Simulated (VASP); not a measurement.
A run of VASP 6.6.1 is set up as follows.

INCAR

```
SYSTEM = Sn
PREC = Accurate ; ENCUT = 520
EDIFF = 1E-7 ; ISMEAR = 1
SIGMA = 0.1 ; LREAL = .False.
LASPH = .True. ; NELM = 80
ALGO = Fast ; ISIF = 2
LWAVE = .False. ; LCHARG = .False.
MAGMOM = 0 0 0 0 0 0 ; LORBIT = 11
LSORBIT = .True. ; GGA_COMPAT = .False.
GGA = RE ; IVDW = 1
ICORELEVEL = 1
```

KPOINTS

```
Automatic mesh
0
Gamma
  7 7 7
  0 0 0
```

The input POSCAR:

```
Sn
1.0
   -2.9401404553      2.9401404553      1.5993019889
    2.9401404553     -2.9401404553      1.5993019889
    2.9401404553      2.9401404553     -1.5993019889
Sn
2
Direct
   -0.0047820000      0.0038710000     -0.0050000000
    0.7448760000      0.2460860000      0.4952830000
```

Potentials or basis: VASP PAW PBE potentials, release 64 (Sn_d).

Command:

```console
$ cat potpaw_PBE.64/Sn_d/POTCAR > POTCAR
$ mpirun -np 1 vasp_ncl > vasp.out
```

(1) What does it give for the dispersion energy per atom?

(2) Estimate the pressure.

(3) What does it give for the largest force?

## Answers

(1) -0.894 eV.

(2) -2.3 GPa.

(3) 0.106 eV/Å.

Caveat: the PAW data sets were made with another functional, which shifts forces and pressure a little.
